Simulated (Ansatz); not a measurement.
Input and output for Mo (bcc type): DFT, PBE, all-electron LAPW, scalar-relativistic (Ansatz 0.2.0). This run: bcc relaxed under pressure.

The cell comes from a relaxation on PAW files under the same functional.

Command: `ansatz run input.yaml --threads 1 --pin off --max-ram 3584MiB --backend cpu --events-out ev --progress --plain --runs-dir out` It took 13 s on 1 thread of Intel(R) Xeon(R) Platinum 8559C (Emerald Rapids), on a shared host, peak memory 0.43 GiB.

```yaml
crystal:
  lattice:
    - [-1.5832846279, 1.5832846279, 1.5832846279]
    - [1.5832846279, -1.5832846279, 1.5832846279]
    - [1.5832846279, 1.5832846279, -1.5832846279]
  atoms:
    - { symbol: Mo, position: [0.0, 0.0, 0.0] }
kpoints:
  mp_grid: { grid: [17, 17, 17] }
scf:
  occupations: { method: fermi_dirac, width: 0.08 }
hamiltonian:
  xc: pbe
  pseudopotentials: { kind: all_electron, lapw: { basis_error: 0.0005 } }
output:
  forces: true
  stress: true
  eigenvalues: true
relax:
  f_tol: 0.005
  max_steps: 12
  cell: { p_target: -1.3, stress_tol: 0.03 }
```

Output:

```
The last accepted step is kept in <dir> (removed where the run ends without a failure and the disk answers)
LAPW: plane waves up to 8.644 Å⁻¹, error target 5.0e-4 eV per atom; small_component_spin mean_spin; Mo in spheres of 1.330 Å, 30 of its electrons in bands, Dirac shells [] (how accurate: hamiltonian.pseudopotentials.lapw.basis_error, Limitations)
Engine: ansatz 0.2.0
Pseudopotentials: kind: all_electron
Pseudopotential: Mo, LAPW, valence charge 30, lapw/all_electron/scalar/gaussian/Mo, Koelling and Harmon's equation, gaussian nucleus
Functional definition: PBE
  parameter kappa = 0.804
  parameter beta = 0.06672455060314922
  exchange = pbe_x(kappa = kappa, mu = beta*pi^2/3)
  correlation = pbe_c(beta = beta)
Crystal: 1 atoms, lattice volume = 15.876 Å³
Basis set: ecut = 284.6591824213517 eV, 177 PW (Γ), exchange–correlation at level 2
Bands: 19, of which v1, the nominal top of the filled ones, is band 15 counted from 1 (14 counted from 0)
Symmetry: 48 space group operations
Space group: Im-3m (ITA 229), of the structure as read, at distance tolerance 2.5e-5 Å
k-points: 165 of 4913
Non-local potential: Mo, projectors of the file, none
Initial density: superposition of atomic densities (chi_scale 0.1, normalization cell)
Initial wavefunctions: plane waves of lowest kinetic energy (no species holds an atomic orbital)
Functional: x = pbe(κ = 0.804, μ = 0.2195149727645171), c = pbe(β = 0.06672455060314922)
iter 1 solved again at ethr=1.28e-3 eV; its pass at ethr=1.00e-1 eV (dr2=3.84e-1 eV) is discarded
SCF iter   1: F=—  HF=-110178.477835 eV  |F-HF|=—  |Δ(HF+E_count)|=         —  Δρ=6.14e-2  dr2=3.85e-1  ethr=1.28e-3  ⟨swp⟩=2.1  Hψ=19138  notcnv=0
preconditioner: auto → Kerker (q_TF=auto, 3.034 Å⁻¹)  [metal: Δε(μ)=0.027 eV  Ē_g=8.507 eV  σ=0.080 eV  W_gap=0.08  n_scr=12 (ndim 8)  ℏωp=22.8 eV  f_vac=0.000  D(μ)=0.48/eV (n_scr^D=0)]
SCF iter   2: F=—  HF=-110177.876419 eV  |F-HF|=—  |Δ(HF+E_count)|=   6.01e-1  Δρ=2.66e-2  dr2=8.55e-2  ethr=1.28e-3  ⟨swp⟩=2.1  Hψ=9733  notcnv=0
SCF iter   3: F=—  HF=-110177.854977 eV  |F-HF|=—  |Δ(HF+E_count)|=         —  Δρ=1.53e-2  dr2=3.33e-2  ethr=2.85e-4  ⟨swp⟩=2.0  Hψ=8801  notcnv=0
the basis was enlarged: its passes take 810.0 KiB over the memory plan, 1 of 1 planned eigensolver slots
SCF iter   4: F=—  HF=-110177.854117 eV  |F-HF|=—  |Δ(HF+E_count)|=   8.60e-4  Δρ=5.47e-3  dr2=5.24e-3  ethr=1.11e-4  ⟨swp⟩=2.0  Hψ=8775  notcnv=0
iter 5 solved again at ethr=8.70e-7 eV; its pass at ethr=1.75e-5 eV (dr2=2.61e-4 eV) is discarded
SCF iter   5: F=—  HF=-110177.854844 eV  |F-HF|=—  |Δ(HF+E_count)|=   7.27e-4  Δρ=1.34e-3  dr2=2.60e-4  ethr=8.70e-7  ⟨swp⟩=2.0  Hψ=15479  notcnv=0
SCF iter   6: F=—  HF=-110177.854834 eV  |F-HF|=—  |Δ(HF+E_count)|=   9.71e-6  Δρ=3.11e-4  dr2=8.18e-6  ethr=8.68e-7  ⟨swp⟩=2.0  Hψ=9141  notcnv=0
SCF iter   7: F=-110177.854836 eV  HF=-110177.854836 eV  |F-HF|=4.01e-8  |Δ(HF+E_count)|=   1.50e-6  Δρ=2.39e-5  dr2=3.55e-8  ethr=2.73e-8  ⟨swp⟩=2.0  Hψ=9141  notcnv=0
the search or the solves at the SCF's close seem to have found levels that the self-consistency loop had missed (the run counts 1). By its estimate they hold under 1e-12 electrons; where the run keeps them, the occupations were computed again with them
SCF 1 converged in 7 iterations: F = -110177.854836 eV  dr2 = 3.55e-8
relax step   1: F+E_penalty+E_count = -110177.85483563 eV  Δ(F+E_penalty+E_count) = +0.000e0 eV  max|allowed force component| = 0.000e0 eV/Å  Δτ_max = 0.0000 Å  P = -1.296 GPa  Ω = 15.876 Å³  (7 SCF iters, accepted)
Initial density: handed on by an earlier stage of this run
Initial wavefunctions: those handed on with the density
iter 1 solved again at ethr=5.48e-11 eV; its pass at ethr=1.00e-1 eV (dr2=1.64e-8 eV) is discarded
SCF iter   1: F=—  HF=-110177.854836 eV  |F-HF|=—  |Δ(HF+E_count)|=         —  Δρ=1.88e-5  dr2=2.37e-8  ethr=5.48e-11  ⟨swp⟩=7.5  Hψ=19878  notcnv=0
preconditioner: auto → Kerker (q_TF=auto, 3.034 Å⁻¹)  [metal: Δε(μ)=0.064 eV  Ē_g=8.198 eV  σ=0.080 eV  W_gap=0.20  n_scr=12 (ndim 8)  ℏωp=22.8 eV  f_vac=0.000  D(μ)=0.53/eV (n_scr^D=0)]
SCF iter   2: F=-110177.854836 eV  HF=-110177.854836 eV  |F-HF|=9.14e-9  |Δ(HF+E_count)|=   1.14e-8  Δρ=1.16e-5  dr2=9.52e-9  ethr=5.48e-11  ⟨swp⟩=2.2  Hψ=9168  notcnv=0
SCF 2 converged in 2 iterations: F = -110177.854836 eV  dr2 = 9.52e-9
relax step   2: F+E_penalty+E_count = -110177.85483566 eV  Δ(F+E_penalty+E_count) = -3.354e-8 eV  max|allowed force component| = 0.000e0 eV/Å  Δτ_max = 0.0000 Å  P = -1.295 GPa  Ω = 15.876 Å³  stress off target by 5.13e-3 GPa  SCF on the basis re-selected at this cell (its energy is not comparable with the rows above)  (2 SCF iters)
basis re-selected at this cell: Δ(F+E_penalty+E_count) = -3.354e-8 eV, ΔP = +0.001 GPa vs the last step (what re-selecting the basis moved, after the strain that the cell walked since its last selection, with what the two solves' SCF thresholds leave and, on support functions, any second-order correction that the steps lacked; it is no measure of the basis error at this ecutwfc). This SCF's stress stands 5.13e-3 GPa from its target on what of the cell is left free (relax.cell.stress_tol is 3.00e-2 GPa) and its largest allowed force component is 0.00e0 eV/Å (relax.f_tol is 5.00e-3 eV/Å): within both
SCF converged after 2 iterations
Free energy (F): -110177.854836 eV
Harris-Foulkes:  -110177.854836 eV  (|F-HF|=9.14e-9)
Internal energy: -110177.842845 eV  (E = F + TS)
E sigma→0 (E₀):  -110177.848840 eV
Entropy (-TS):   -0.011991 eV (-11.991 meV/atom)
Fermi energy:    23.053827 eV
--- Per-component energies (eV) ---
  E_band       = -4092.532007
  E_kinetic    = 114177.519212
  E_xc         = -3370.969505
  E_electrostatic = -220984.392551  (all electrons and nuclei)
  E_smearing   = -0.011991  (= −TS)
  E_closure    = 0.000000  (closes the sum)
  E_atoms      = -110166.923224  (free atoms, spherical and without spin; not in F)
  Σ components = -110177.854836   (vs F -110177.854836, Δ=0.00e0)
  Basis errors (estimates in eV, not in F): energy 1.3e-4 per atom: plane waves 1.1e-4 (5.8e-5 summed), levels above the bands 2.3e-52, relativity 4.2e-8, radial functions 2.3e-5, core shells 3.4e-7; eigenvalues (radial functions only) 1.6e-6; not estimated: angular momenta, meshes, grids; target (lapw.basis_error) 5.0e-4; muffin-tin radii Mo 1.330 Å
--- Forces (eV/Å), atoms counted from 1 ---
  atom   1  Mo    -0.00000000     0.00000000    -0.00000000
  max |Σ_I F_I| component: 1.97e-31 eV/Å
--- Stress (GPa, compression-positive) ---
       -1.294869      -0.000000       0.000000
       -0.000000      -1.294869       0.000000
        0.000000       0.000000      -1.294869
  P = ⅓ Tr σ = -1.2949 GPa (-12.949 kbar)
--- Band table (eV; the first three rows and the last of 165) ---
  k-point 0: bands = ["-352.8755", "-352.8755", "-352.8755", "-194.7739", "-194.7739", "-194.7461", "-194.7461", "-194.7461", "-38.2542", "-11.5473", "-11.5473", "-11.5473", "15.8564", "21.6956", "21.6956", "21.6956", "24.6628", "24.6628", "37.7024"]
  k-point 1: bands = ["-352.8755", "-352.8755", "-352.8755", "-194.7739", "-194.7739", "-194.7461", "-194.7461", "-194.7461", "-38.2460", "-11.5955", "-11.5622", "-11.5477", "16.0071", "21.6110", "21.6820", "21.8362", "24.5380", "24.6651", "37.8136"]
  k-point 2: bands = ["-352.8755", "-352.8755", "-352.8755", "-194.7739", "-194.7739", "-194.7461", "-194.7461", "-194.7461", "-38.2224", "-11.7320", "-11.6047", "-11.5486", "16.4349", "21.3779", "21.6202", "22.2517", "24.2728", "24.6779", "38.0689"]
  k-point 164: bands = ["-352.8755", "-352.8755", "-352.8755", "-194.7739", "-194.7739", "-194.7461", "-194.7461", "-194.7461", "-37.8341", "-12.4686", "-12.4599", "-12.4599", "17.7540", "17.7795", "26.6943", "26.6943", "26.8540", "31.7442", "32.2694"]
--- Relaxed structure (1 steps of the walk, 1 accepted, 1 SCFs on fresh bases) ---
  F+E_penalty+E_count = -110177.85483566 eV   max|allowed force component| = 0.000e0 eV/Å   (the final SCF, on the basis selected at the relaxed cell)
  cell:  # Å, volume = 15.8758 Å³
    - [-1.5832846279, 1.5832846279, 1.5832846279]
    - [1.5832846279, -1.5832846279, 1.5832846279]
    - [1.5832846279, 1.5832846279, -1.5832846279]
  atoms:
    - { symbol: Mo, position: [0.0, 0.0, 0.0] }
```

Next run (hcp relaxed under pressure), as changes to the input before:

```diff
   lattice:
-    - [-1.5832846279, 1.5832846279, 1.5832846279]
-    - [1.5832846279, -1.5832846279, 1.5832846279]
-    - [1.5832846279, 1.5832846279, -1.5832846279]
+    - [2.7619242539, 0.0, 0.0]
+    - [-1.3809621269, 2.3918965672, 0.0]
+    - [0.0, 0.0, 4.9049406179]
   atoms:
-    - { symbol: Mo, position: [0.0, 0.0, 0.0] }
+    - { symbol: Mo, position: [0.3333333333, 0.6666666667, 0.25] }
+    - { symbol: Mo, position: [0.6666666667, 0.3333333333, 0.75] }
 kpoints:
-  mp_grid: { grid: [17, 17, 17] }
+  mp_grid: { grid: [16, 16, 9] }
 scf:
```

Results part of the output:

```
basis re-selected at this cell: Δ(F+E_penalty+E_count) = +2.794e-8 eV, ΔP = +0.000 GPa vs the last step (what re-selecting the basis moved, after the strain that the cell walked since its last selection, with what the two solves' SCF thresholds leave and, on support functions, any second-order correction that the steps lacked; it is no measure of the basis error at this ecutwfc). This SCF's stress stands 3.88e-3 GPa from its target on what of the cell is left free (relax.cell.stress_tol is 3.00e-2 GPa) and its largest allowed force component is 3.01e-17 eV/Å (relax.f_tol is 5.00e-3 eV/Å): within both
SCF converged after 2 iterations
Free energy (F): -220354.845282 eV
Harris-Foulkes:  -220354.845282 eV  (|F-HF|=3.81e-9)
Internal energy: -220354.791178 eV  (E = F + TS)
E sigma→0 (E₀):  -220354.818230 eV
Entropy (-TS):   -0.054104 eV (-27.052 meV/atom)
Fermi energy:    22.208526 eV
--- Per-component energies (eV) ---
  E_band       = -8209.031095
  E_kinetic    = 228354.025997
  E_xc         = -6741.763256
  E_electrostatic = -441967.053919  (all electrons and nuclei)
  E_smearing   = -0.054104  (= −TS)
  E_closure    = 0.000000  (closes the sum)
  E_atoms      = -220333.846449  (free atoms, spherical and without spin; not in F)
  Σ components = -220354.845282   (vs F -220354.845282, Δ=0.00e0)
[... lines left out ...]
        0.000000      -1.303882       0.000000
        0.000000       0.000000      -1.301210
  P = ⅓ Tr σ = -1.3030 GPa (-13.030 kbar)
--- Band table (eV; the first three rows and the last of 150) ---
  k-point 0: bands = ["-353.2843", "-353.2843", "-353.2760", "-353.2760", "-353.2760", "-353.2760", "-195.1696", "-195.1696", "-195.1696", "-195.1696", "-195.1522", "-195.1522", "-195.1522", "-195.1522", "-195.1501", "-195.1501", "-38.6498", "-38.4986", "-13.1918", "-12.1684", "-12.0046", "-12.0046", "-11.9025", "-11.9025", "15.4084", "17.5271", "20.5154", "21.5726", "21.5726", "22.0621", "22.0621", "22.7816", "23.6418", "23.6418", "25.5325", "25.5325"]
  k-point 1: bands = ["-353.2843", "-353.2843", "-353.2760", "-353.2760", "-353.2760", "-353.2760", "-195.1696", "-195.1696", "-195.1696", "-195.1696", "-195.1522", "-195.1522", "-195.1522", "-195.1522", "-195.1501", "-195.1501", "-38.6453", "-38.5033", "-13.1625", "-12.2010", "-12.0015", "-12.0015", "-11.9056", "-11.9056", "15.5190", "17.5374", "20.4740", "21.5567", "21.5567", "22.0224", "22.0224", "22.5011", "23.7361", "23.7361", "25.5154", "25.5154"]
  k-point 2: bands = ["-353.2843", "-353.2843", "-353.2760", "-353.2760", "-353.2760", "-353.2760", "-195.1696", "-195.1696", "-195.1696", "-195.1696", "-195.1522", "-195.1522", "-195.1522", "-195.1522", "-195.1501", "-195.1501", "-38.6323", "-38.5166", "-13.0776", "-12.2942", "-11.9927", "-11.9927", "-11.9145", "-11.9145", "15.8362", "17.5490", "20.3690", "21.5285", "21.5285", "21.8223", "21.9180", "21.9180", "23.9899", "23.9899", "25.4476", "25.4476"]
  k-point 149: bands = ["-353.2843", "-353.2843", "-353.2760", "-353.2760", "-353.2760", "-353.2760", "-195.1696", "-195.1696", "-195.1696", "-195.1696", "-195.1522", "-195.1522", "-195.1522", "-195.1522", "-195.1501", "-195.1501", "-38.3553", "-38.3533", "-12.9830", "-12.9806", "-12.7947", "-12.7574", "-12.3341", "-12.3229", "19.0262", "19.0963", "19.6977", "19.8633", "21.0074", "21.1008", "22.5275", "22.7845", "25.5153", "25.6770", "31.1331", "31.3227"]
--- Relaxed structure (3 steps of the walk, 2 accepted, 1 SCFs on fresh bases) ---
  F+E_penalty+E_count = -220354.84528237 eV   max|allowed force component| = 3.007e-17 eV/Å   (the final SCF, on the basis selected at the relaxed cell)
  cell:  # Å, volume = 32.4073 Å³
    - [2.7619339176096167, -2.8867612048707164e-11, -6.2999371394918005e-21]
    - [-1.3809669587798084, 2.3919049362382383, 3.1499685696888032e-21]
    - [-1.1188148089910012e-20, -1.481545314947853e-34, 4.9055280992493575]
  atoms:
    - { symbol: Mo, position: [0.33333333333333337, 0.6666666666666667, 0.25] }
    - { symbol: Mo, position: [0.6666666666666667, 0.33333333333333337, 0.7500000000000001] }
```

Next run (omega relaxed under pressure), as changes to the input before:

```diff
   lattice:
-    - [2.7619242539, 0.0, 0.0]
-    - [-1.3809621269, 2.3918965672, 0.0]
-    - [0.0, 0.0, 4.9049406179]
+    - [4.6780536626, 0.0, 0.0]
+    - [-2.3390268313, 4.0513133121, 0.0]
+    - [0.0, 0.0, 2.5661422529]
   atoms:
-    - { symbol: Mo, position: [0.3333333333, 0.6666666667, 0.25] }
-    - { symbol: Mo, position: [0.6666666667, 0.3333333333, 0.75] }
+    - { symbol: Mo, position: [0.0, 0.0, 0.0] }
+    - { symbol: Mo, position: [0.3333333333, 0.6666666667, 0.5] }
+    - { symbol: Mo, position: [0.6666666667, 0.3333333333, 0.5] }
 kpoints:
-  mp_grid: { grid: [16, 16, 9] }
+  mp_grid: { grid: [8, 8, 11] }
 scf:
```

Results part of the output:

```
basis re-selected at this cell: Δ(F+E_penalty+E_count) = -8.207e-9 eV, ΔP = +0.000 GPa vs the last step (what re-selecting the basis moved, after the strain that the cell walked since its last selection, with what the two solves' SCF thresholds leave and, on support functions, any second-order correction that the steps lacked; it is no measure of the basis error at this ecutwfc). This SCF's stress stands 2.37e-2 GPa from its target on what of the cell is left free (relax.cell.stress_tol is 3.00e-2 GPa) and its largest allowed force component is 2.96e-16 eV/Å (relax.f_tol is 5.00e-3 eV/Å): within both
SCF converged after 2 iterations
Free energy (F): -330532.367534 eV
Harris-Foulkes:  -330532.367534 eV  (|F-HF|=1.37e-8)
Internal energy: -330532.273105 eV  (E = F + TS)
E sigma→0 (E₀):  -330532.320320 eV
Entropy (-TS):   -0.094430 eV (-31.477 meV/atom)
Fermi energy:    22.284067 eV
--- Per-component energies (eV) ---
  E_band       = -15021.217488
  E_kinetic    = 342530.963483
  E_xc         = -10113.020748
  E_electrostatic = -662950.215840  (all electrons and nuclei)
[... lines left out ...]
  k-point 1: bands = ["-450.7937", "-450.5127", "-450.5127", "-353.5330", "-353.4801", "-353.4801", "-353.2486", "-353.2486", "-353.2011", "-353.2011", "-353.2011", "-353.2011", "-195.3998", "-195.3998", "-195.3889", "-195.3525", "-195.3525", "-195.1177", "-195.1177", "-195.1177", "-195.1177", "-195.0998", "-195.0998", "-195.0704", "-195.0704", "-195.0704", "-195.0704", "-38.7502", "-38.5531", "-38.3991", "-12.9159", "-12.9159", "-12.8737", "-12.8737", "-12.1863", "-12.0814", "-12.0814", "-11.9711", "-11.8735", "15.6842", "18.0944", "19.9717", "19.9717", "19.9847", "20.0925", "20.0925", "20.2962", "21.8066", "21.8066", "23.7425", "23.7425", "24.0177", "24.0177", "26.1395", "26.1395", "31.1471", "31.5778", "31.8217"]
  k-point 2: bands = ["-450.7937", "-450.5127", "-450.5127", "-353.5330", "-353.4801", "-353.4801", "-353.2486", "-353.2486", "-353.2011", "-353.2011", "-353.2011", "-353.2011", "-195.3998", "-195.3998", "-195.3889", "-195.3525", "-195.3525", "-195.1177", "-195.1177", "-195.1177", "-195.1177", "-195.0998", "-195.0998", "-195.0704", "-195.0704", "-195.0704", "-195.0704", "-38.6968", "-38.5131", "-38.3536", "-12.8698", "-12.8698", "-12.8081", "-12.8081", "-12.5298", "-12.3392", "-12.2135", "-12.0706", "-12.0706", "16.3887", "19.1271", "19.4292", "19.4292", "19.7150", "19.7150", "21.3669", "21.4454", "21.9008", "21.9008", "23.0644", "23.0644", "23.9609", "23.9609", "25.5712", "25.5712", "31.3063", "31.8259", "32.3772"]
  k-point 59: bands = ["-450.7937", "-450.5127", "-450.5127", "-353.5330", "-353.4801", "-353.4801", "-353.2486", "-353.2486", "-353.2011", "-353.2011", "-353.2011", "-353.2011", "-195.3999", "-195.3999", "-195.3889", "-195.3525", "-195.3525", "-195.1177", "-195.1177", "-195.1177", "-195.1177", "-195.0998", "-195.0998", "-195.0704", "-195.0704", "-195.0704", "-195.0704", "-38.5134", "-38.3094", "-38.2838", "-13.6184", "-13.4146", "-13.3631", "-12.7301", "-12.5520", "-12.5218", "-12.4327", "-12.3255", "-11.9729", "17.2771", "18.5220", "18.8426", "19.0693", "19.5246", "20.1106", "21.0304", "21.4430", "22.0037", "22.2044", "22.9215", "25.4302", "25.6391", "25.7850", "26.7622", "27.5151", "28.3254", "29.8286", "32.9755"]
--- Relaxed structure (1 steps of the walk, 1 accepted, 1 SCFs on fresh bases) ---
  F+E_penalty+E_count = -330532.36753442 eV   max|allowed force component| = 2.961e-16 eV/Å   (the final SCF, on the basis selected at the relaxed cell)
  cell:  # Å, volume = 48.6342 Å³
    - [4.678053662612449, 0.0, 0.0]
    - [-2.3390268313062244, 4.051313312089218, 0.0]
    - [0.0, 0.0, 2.5661422529]
  atoms:
    - { symbol: Mo, position: [0.0, 0.0, 0.0] }
    - { symbol: Mo, position: [0.3333333333333333, 0.6666666666666666, 0.49999999999999994] }
    - { symbol: Mo, position: [0.6666666666666666, 0.3333333333333333, 0.49999999999999994] }
```
